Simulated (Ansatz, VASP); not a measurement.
S in VASP and in Ansatz

File INCAR:

```
PREC = Accurate ; ENCUT = 520
EDIFF = 1E-7 ; ISMEAR = -1
SIGMA = 0.05 ; LREAL = False
LASPH = True ; NELM = 100
ALGO = Normal ; ISIF = 2
LWAVE = False ; LCHARG = False
GGA = PS ; NBANDS = 13
```

File KPOINTS:

```
regular mesh
0
Gamma
  13 13 13
```

File POSCAR:

```
S
1.0
    0.0000000000      2.7628645464      2.7628645464
    2.7628645464      0.0000000000      2.7628645464
    2.7628645464      2.7628645464      0.0000000000
S
2
Direct
   -0.1250000000     -0.1250000000     -0.1250000000
    0.1250000000      0.1250000000      0.1250000000
```

Input for Ansatz:

```yaml
crystal:
  lattice:
    - [0.0, 2.7628645464, 2.7628645464]
    - [2.7628645464, 0.0, 2.7628645464]
    - [2.7628645464, 2.7628645464, 0.0]
  atoms:
    - { symbol: S, position: [-0.125, -0.125, -0.125] }
    - { symbol: S, position: [0.125, 0.125, 0.125] }
kpoints:
  mp_grid: { grid: [13, 13, 13] }
scf:
  occupations: { method: fermi_dirac, width: 0.05 }
hamiltonian:
  xc: pbesol
  pseudopotentials: { kind: paw }
output:
  forces: true
  stress: true
  eigenvalues: true
  populations: true
```

Change from the starting cell: volume scaled by 0.92, PAW files.

Alike in both runs: task single point; functional PBEsol; k mesh 13 × 13 × 13; occupations fermi-dirac, width 0.05 eV; no spin polarisation.

|  | VASP | Ansatz |
| --- | --- | --- |
| version | VASP 6.6.1 | Ansatz 0.2.0 |
| potentials or method | VASP PAW PBE potentials, release 64 (S) | PAW with Ansatz's default frozen-core files, scalar-relativistic |
| plane-wave cutoff (eV) | 520 | 420 |
| valence electrons in the cell | 12 | 12 |

```csv
,VASP,Ansatz,Ansatz less VASP
pressure (GPa),4.7,4.6,-0.09
```

With one functional, cell and mesh, what is left measures potentials, basis and numerics.

Caveats: the PAW data sets were made with another functional, which shifts forces and pressure a little (VASP).
